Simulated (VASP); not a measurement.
A run of VASP 6.6.1 is set up as follows.

File run.py:

```python
from ase.calculators.vasp import Vasp
from ase.dft.bandgap import bandgap
from ase.io import read

atoms = read('POSCAR')
atoms.set_initial_magnetic_moments([1.0])
calc = Vasp(
    directory='calc',
    xc='lda',
    pp='LDA',
    setups='recommended',
    pp_version='54',
    prec='Accurate',
    encut=520,
    ediff=1e-06,
    ismear=0,
    sigma=0.02,
    lreal=False,
    lasph=True,
    nelm=100,
    algo='Fast',
    isif=2,
    lwave=False,
    lcharg=False,
    ispin=2,
    lorbit=11,
    lmaxmix=4,
    kpts=[13, 13, 13],
    gamma=True,
)
atoms.calc = calc

print('energy (eV):', atoms.get_potential_energy())
print('free energy (eV):', atoms.get_potential_energy(force_consistent=True))
print('forces (eV/A):')
print(atoms.get_forces())
print('stress (eV/A^3, Voigt):', atoms.get_stress())
print('Fermi level (eV):', calc.get_fermi_level())
print('moment (muB):', atoms.get_magnetic_moment())
print('site moments (muB):', atoms.get_magnetic_moments())
gap, top, bottom = bandgap(calc)
print('band gap (eV):', gap, 'from (spin, k, band)', top, 'to', bottom)
```

Contents of POSCAR:

```
Ni
1.0
    0.0000000000      1.7375729330      1.7375729330
    1.7375729330      0.0000000000      1.7375729330
    1.7375729330      1.7375729330      0.0000000000
Ni
1
Direct
    0.0000000000      0.0000000000      0.0000000000
```

Potentials or basis: VASP PAW LDA potentials, release 54 (Ni).

The run is started by

```console
$ python run.py
```

What does it give for the pressure?

-10.3 GPa.

Estimate the net moment.

0.61 μB per cell.

Predict the site moments.

Ni +0.61 μB.
